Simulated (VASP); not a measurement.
# GaSb (Immm) in VASP: a series of runs, part 2 of 2

VASP 6.6.1. Earlier steps stand in the parts before.

### 3 Single point, PBE, spin-orbit coupling, no magnetisation

Contents of INCAR:

```
SYSTEM = GaSb
PREC     = Accurate       ! precision mode
ENCUT    = 500            ! plane-wave cutoff, eV
EDIFF    = 1E-7           ! SCF threshold, eV
ISMEAR   = 0              ! smearing method
SIGMA    = 0.02           ! smearing width, eV
LREAL    = .False.        ! projectors in reciprocal space
LASPH    = .True.         ! aspherical terms in the spheres
NELM     = 100            ! most SCF steps
ALGO     = Normal         ! electronic algorithm
ISIF     = 2              ! what is computed and relaxed
LWAVE    = .False.        ! write WAVECAR
LCHARG   = .False.        ! write CHGCAR
LNONCOLLINEAR= .True.         ! non-collinear magnetism
MAGMOM   = 0 0 0 0 0 0    ! initial moments
LORBIT   = 11             ! projections on sites
LSORBIT  = .True.         ! spin-orbit coupling
GGA_COMPAT= .False.      
GGA      = PE             ! functional
NBANDS   = 34             ! bands
```

Contents of KPOINTS:

```
Automatic mesh
0
Gamma
  10 10 10
  0 0 0
```

Contents of POSCAR:

```
GaSb
1.0
   -1.5559010000      2.6750030000      2.8933130000
    1.5559010000     -2.6750030000      2.8933130000
    1.5559010000      2.6750030000     -2.8933130000
Sb Ga
1 1
Direct
    0.5000000000      0.5000000000      0.0000000000
    0.0000000000      0.0000000000      0.0000000000
```

Potentials or basis: VASP PAW PBE potentials, release 64 (Sb, Ga_d).

The run is started by

```sh
> cat potpaw_PBE.64/Sb/POTCAR potpaw_PBE.64/Ga_d/POTCAR > POTCAR
> mpirun -np 1 vasp_ncl > vasp.out
```

OUTCAR:

```text
SYSTEM = GaSb
   PREC = Accurate
   ENCUT = 500
   EDIFF = 1E-7
   ISMEAR = 0
   LREAL = .False.
   LASPH = .True.
   NELM = 100
   ISIF = 2
   LNONCOLLINEAR = .True.
   LORBIT = 11
   LSORBIT = .True.
   GGA = PE

 Found    171 irreducible k-points:

 Following reciprocal coordinates:
            Coordinates               Weight
  0.000000  0.000000  0.000000      1.000000
  0.100000  0.000000 -0.000000      4.000000
  0.200000  0.000000 -0.000000      4.000000
  0.300000  0.000000 -0.000000      4.000000
  0.400000  0.000000 -0.000000      4.000000
  0.500000  0.000000 -0.000000      2.000000
   k-points           NKPTS =    171   k-points in BZ     NKDIM =    171   number of bands    NBANDS=     34
   number of dos      NEDOS =    301   number of ions     NIONS =      2
   total plane-waves  NPLWV =  32768
   dimension x,y,z NGX =    32 NGY =   32 NGZ =   32
   dimension x,y,z NGXF=    64 NGYF=   64 NGZF=   64
   ions per type =               1   1
   NGX,Y,Z   is equivalent  to a cutoff of  12.56, 12.56, 12.56 a.u.
   NGXF,Y,Z  is equivalent  to a cutoff of  25.11, 25.11, 25.11 a.u.
 SYSTEM =  GaSb
   PREC   = accura    normal or accurate (medium, high low for compatibility)
   ISTART =      0    job   : 0-new  1-cont  2-samecut
   ICHARG =      2    charge: 1-file 2-atom 10-const
   ISPIN  =      1    spin polarized calculation?
   LNONCOLLINEAR =      T non collinear calculations
   LSORBIT =      T    spin-orbit coupling
   LASPH  =      T    aspherical Exc in radial PAW
   ENCUT  =  500.0 eV  36.75 Ry    6.06 a.u.   7.72  7.72  7.72*2*pi/ulx,y,z
   NELM   =    100;   NELMIN=  2; NELMDL= -5     # of ELM steps
   EDIFF  = 0.1E-06   stopping-criterion for ELM
   LREAL  =      F    real-space projection
   EDIFFG = 0.1E-05   stopping-criterion for IOM
   NSW    =      0    number of steps for IOM
   IBRION =     -1    ionic relax: 0-MD 1-quasi-New 2-CG
   NFREE  =      0    steps in history (QN), initial steepest desc. (CG)
   ISIF   =      2    stress and relaxation
   ISYM   =      2    0-nonsym 1-usesym 2-fastsym
   POTIM  = 0.5000    time-step for ionic-motion
   TEBEG  =    0.0;   TEEND  =   0.0 temperature during run
   PSTRESS=    0.0 pullay stress
   NELECT =      18.0000    total number of electrons
   NUPDOWN=      -1.0000    fix difference up-down
   EMIN   =  10.00;   EMAX   =-10.00  energy-range for DOS
   EFERMI =   0.00;   METHOD = LEGACY
   ISMEAR =     0;   SIGMA  =   0.02  broadening in eV -4-tet -1-fermi 0-gaus
   EFERMI_NEDOS =   21; number of points for ismear=-14 and -15
   IALGO  =     38    algorithm
   IMIX   =      4    mixing-type and parameters
     AMIX     =   0.40;   BMIX     =  1.00
     AMIX_MAG =   1.60;   BMIX_MAG =  1.00
  volume/ion in A,a.u.               =      24.08       162.53
  Fermi-wavevector in a.u.,A,eV,Ry     =   1.179176  2.228319 18.918287  1.390455
  Thomas-Fermi vector in A             =   2.315491
   LORBIT       =     11    0 simple, 1 ext, 2 COOP (PROOUT), +10 PAW based schemes
   GGA     = PE    functional components
   LHFCALC =     F    Hartree Fock is set to
   AEXX    =    0.0000 exact exchange contribution
   IVDW    =     0    specifies the selected vdW correction
   LEPSILON=     F    determine dielectric tensor
   LRPA    =     F    only Hartree local field effects (RPA)
 Gauss-broadening in eV      SIGMA  =   0.02
  energy-cutoff  :      500.00
  volume of cell :       48.17
 maximum number of plane-waves:      2484
   NGX = 15   NGY = 15   NGZ = 15

 number of electron      18.0000000 magnetization       0.0000000      0.0000000      0.0000000

 number of electron      17.9999989 magnetization       0.0000000      0.0000000     -0.0000000

 number of electron      17.9999989 magnetization      -0.0000000     -0.0000000      0.0000000

 Free energy of the ion-electron system (eV)
  ---------------------------------------------------
  ext. energy  EPLUGINS =         0.00000000
  ---------------------------------------------------
  free energy    TOTEN  =        -7.05001559 eV

  energy without entropy =       -7.04984486  energy(sigma->0) =       -7.04993023

 E-fermi :   6.5632     XC(G=0): -10.2487

 val. band max:        6.5615835187   @ k =  -0.3000  -0.2000   0.1000
 cond. band min:       6.5783417929   @ k =  -0.4000   0.5000   0.1000
 fundamental gap:      0.0167582742
 Fermi energy:         6.5632107045

 k-point     1 :       0.0000    0.0000    0.0000
  band No.  band energies     occupation
      1      -8.5657      1.00000
      2      -8.5657      1.00000
      3      -8.5289      1.00000
      4      -8.5289      1.00000
      5      -8.1162      1.00000
      6      -8.1162      1.00000
[... 187 lines left out ...]
     29      16.2628      0.00000
     30      16.2628      0.00000

 [... further k-points ...]

 [bands above 30 left out]

------------------------ aborting loop because EDIFF is reached ----------------------------------------

  FORCE on cell =-STRESS in cart. coord.  units (eV):
  Direction    XX          YY          ZZ          XY          YZ          ZX
  --------------------------------------------------------------------------------------
  -------------------------------------------------------------------------------------
  Total        0.3702991     -0.1589720     -0.2018980      0.0000000      0.0000000      0.0000000
  in kB       12.3169042     -5.2877337     -6.7155406      0.0000000      0.0000000      0.0000000
  external PRESSURE =       0.1045433 kB  Pullay stress =       0.0000000 kB

 VOLUME and BASIS-vectors are now :
 -----------------------------------------------------------------------------
  energy-cutoff  :      500.00
  volume of cell :       48.17
      direct lattice vectors                 reciprocal lattice vectors
    -1.555901000  2.675003000  2.893313000     0.000000000  0.186915678  0.172812274
     1.555901000 -2.675003000  2.893313000     0.321357207  0.000000000  0.172812274
     1.555901000  2.675003000 -2.893313000     0.321357207  0.186915678  0.000000000

 POSITION                                       TOTAL-FORCE (eV/Angst)
 -----------------------------------------------------------------------------------
      0.00000      0.00000      2.89331         0.000000      0.000000     -0.000000
      0.00000      0.00000      0.00000        -0.000000     -0.000000      0.000000
 -----------------------------------------------------------------------------------
    total drift:                               -0.000000     -0.000000      0.000000

  FREE ENERGIE OF THE ION-ELECTRON SYSTEM (eV)
  ---------------------------------------------------
  free  energy   TOTEN  =        -7.0500155882 eV

  energy  without entropy=       -7.0498448644  energy(sigma->0) =       -7.04993023

 Spin-Orbit-Coupling matrix elements

 Ion:    1  E_soc:     -0.1392148
 l=   1
     0.0000000    -0.0245289    -0.0221584
    -0.0245289     0.0000000    -0.0225075
    -0.0221584    -0.0225075     0.0000000
 l=   2
     0.0000000    -0.0000193     0.0000000    -0.0000151    -0.0001452
    -0.0000193     0.0000000    -0.0000787    -0.0000152    -0.0000241
     0.0000000    -0.0000787     0.0000000    -0.0000878     0.0000000
    -0.0000151    -0.0000152    -0.0000878     0.0000000    -0.0000270
    -0.0001452    -0.0000241     0.0000000    -0.0000270     0.0000000
 l=   3
     0.0000000     0.0000000     0.0000000     0.0000000     0.0000000     0.0000000     0.0000000
     0.0000000     0.0000000     0.0000000     0.0000000     0.0000000     0.0000000     0.0000000
     0.0000000     0.0000000     0.0000000     0.0000000     0.0000000     0.0000000     0.0000000
     0.0000000     0.0000000     0.0000000     0.0000000     0.0000000     0.0000000     0.0000000
     0.0000000     0.0000000     0.0000000     0.0000000     0.0000000     0.0000000     0.0000000
     0.0000000     0.0000000     0.0000000     0.0000000     0.0000000     0.0000000     0.0000000
     0.0000000     0.0000000     0.0000000     0.0000000     0.0000000     0.0000000     0.0000000

 Ion:    2  E_soc:     -0.0111155
 l=   1
     0.0000000    -0.0011263    -0.0009894
    -0.0011263     0.0000000    -0.0010467
    -0.0009894    -0.0010467     0.0000000
 l=   2
     0.0000000    -0.0001592     0.0000000    -0.0001607    -0.0006587
    -0.0001592     0.0000000    -0.0004531    -0.0001689    -0.0001613
     0.0000000    -0.0004531     0.0000000    -0.0004667     0.0000000
    -0.0001607    -0.0001689    -0.0004667     0.0000000    -0.0001667
    -0.0006587    -0.0001613     0.0000000    -0.0001667     0.0000000
 l=   3
     0.0000000     0.0000000     0.0000000     0.0000000     0.0000000     0.0000000     0.0000000
     0.0000000     0.0000000     0.0000000     0.0000000     0.0000000     0.0000000     0.0000000
     0.0000000     0.0000000     0.0000000     0.0000000     0.0000000     0.0000000     0.0000000
     0.0000000     0.0000000     0.0000000     0.0000000     0.0000000     0.0000000     0.0000000
     0.0000000     0.0000000     0.0000000     0.0000000     0.0000000     0.0000000     0.0000000
     0.0000000     0.0000000     0.0000000     0.0000000     0.0000000     0.0000000     0.0000000
     0.0000000     0.0000000     0.0000000     0.0000000     0.0000000     0.0000000     0.0000000

 total charge

# of ion       s       p       d       tot
------------------------------------------
    1        1.198   1.157   0.036   2.391
    2        1.019   0.517   9.953  11.489
--------------------------------------------------
tot          2.216   1.674   9.989  13.879

 magnetization (x)

# of ion       s       p       d       tot
------------------------------------------
    1        0.000   0.000   0.000   0.000
    2        0.000   0.000   0.000   0.000
--------------------------------------------------
tot          0.000   0.000   0.000   0.000

 magnetization (y)

# of ion       s       p       d       tot
------------------------------------------
    1        0.000  -0.000   0.000  -0.000
    2        0.000   0.000   0.000   0.000
--------------------------------------------------
tot          0.000  -0.000   0.000  -0.000

 magnetization (z)

# of ion       s       p       d       tot
------------------------------------------
    1        0.000  -0.000  -0.000  -0.000
    2       -0.000   0.000   0.000  -0.000
--------------------------------------------------
tot         -0.000  -0.000   0.000  -0.000
```

Run time: 11 min. Hardware: 1 thread of Intel Xeon Platinum 8375C at 2.90GHz (Ice Lake), shared host; peak memory 0.56 GiB.

These settings aren't checked as converged: the numbers below hold their error.

Results:

- Free energy: -7.0500 eV
- Pressure: 0.0 GPa
- Valence electrons inside the program's atomic spheres: Sb 2.39; Ga 11.49

### 4 Single point, PBE, spin-orbit coupling, no magnetisation

INCAR, as its differences from that of step 3:

```diff
@@ -2,3 +2,3 @@
 PREC     = Accurate       ! precision mode
-ENCUT    = 500            ! plane-wave cutoff, eV
+ENCUT    = 250            ! plane-wave cutoff, eV
 EDIFF    = 1E-7           ! SCF threshold, eV
```

Contents of KPOINTS:

```
Automatic mesh
0
Gamma
  4 4 4
  0 0 0
```

POSCAR is that of step 3.

The run is started by

```sh
> cat potpaw_PBE.64/Sb/POTCAR potpaw_PBE.64/Ga_d/POTCAR > POTCAR
> mpirun -np 1 vasp_ncl > vasp.out
```

Wall time 33 s (1 thread of Intel Xeon Platinum 8375C at 2.90GHz (Ice Lake), shared host); peak memory 0.19 GiB.

The run converged, but a check on its numbers failed (symmetry, net force, bounds or a known fault of this set-up), so they aren't taken as properties of the crystal.

Caveat: the k mesh is coarse (spacing up to 0.58 Å⁻¹), so the values aren't converged; the cutoff lies under the usual one of these potentials, so the numbers hold a large basis-set error.

### 5 Single point, PBE, spin-orbit coupling, no magnetisation

INCAR, as its differences from that of step 4:

```diff
@@ -2,3 +2,3 @@
 PREC     = Accurate       ! precision mode
-ENCUT    = 250            ! plane-wave cutoff, eV
+ENCUT    = 300            ! plane-wave cutoff, eV
 EDIFF    = 1E-7           ! SCF threshold, eV
```

KPOINTS is that of step 4.

POSCAR is that of step 4.

The run is started by

```sh
> cat potpaw_PBE.64/Sb/POTCAR potpaw_PBE.64/Ga_d/POTCAR > POTCAR
> mpirun -np 1 vasp_ncl > vasp.out
```

Wall time 29 s (1 thread of Intel Xeon Platinum 8375C at 2.90GHz (Ice Lake), shared host); peak memory 0.2 GiB.

The run converged, but some of its settings lie outside the range that counts as converged, so its numbers aren't taken as properties of the crystal.

What came out:

- Free energy: -6.9428 eV
- Valence electrons inside the program's atomic spheres: Sb 2.39; Ga 11.46

Caveat: the k mesh is coarse (spacing up to 0.58 Å⁻¹), so the values aren't converged; the cutoff is under 1.25 times the usual one of these potentials, so pressure, stress and relaxed cells hold a basis-set (Pulay) error.
